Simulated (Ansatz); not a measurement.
**Structure types of Pd compared at 150 GPa**

Structure types of Pd are relaxed in primitive cells with their symmetry kept at 150 GPa, first on PAW files, then by LAPW. The enthalpy is E + pV at zero temperature, without zero-point motion. Only the types listed were tried, and differences under about 5 meV/atom are mesh noise.

Computed with Ansatz 0.2.0; functional PBE, scalar-relativistic. Settings: Fermi–Dirac smearing of 0.05 eV, no spin polarisation. Methods: LAPW: all electrons, basis error target 0.5 meV/atom; PAW: frozen-core files, cutoff 420 eV.

k meshes: fcc 19×19×19, bcc 19×19×19, hcp 18×18×10, sc 17×17×17, simple hexagonal 18×18×17, omega 9×9×13.

Which type is lowest in enthalpy, and by how much?

fcc, 60 meV/atom below hcp. The whole table:

| start type | ends as | a, b, c (Å) | V (Å³/atom) | H − H(lowest), LAPW (meV/atom) | same, PAW |
| --- | --- | --- | --- | --- | --- |
| fcc | fcc, Fm-3m | 3.510, 3.510, 3.510 | 10.81 | 0.0 | 0.0 |
| bcc | bcc, Im-3m | 2.788, 2.788, 2.788 | 10.84 | 97.3 | 96.4 |
| hcp | hcp, P6_3/mmc | 2.467, 2.467, 4.110 | 10.83 | 59.7 | 59.8 |
| sc | sc, Pm-3m | 2.277, 2.277, 2.277 | 11.81 | 1827.9 | 1822.2 |
| simple hexagonal | simple hexagonal, P6/mmm | 2.385, 2.385, 2.303 | 11.34 | 939.5 | 936.1 |
| omega | omega, P6/mmm | 3.997, 3.997, 2.373 | 10.95 | 289.3 | 288.1 |

Split the lead of fcc over hcp into energy and pV.

For hcp less fcc: ΔE = +40.9 meV/atom, and p·ΔV = 150 GPa × +0.0200 Å³ × 6.242 meV/(GPa·Å³) = +18.7 meV/atom, together 59.6 meV/atom. fcc wins on both counts.
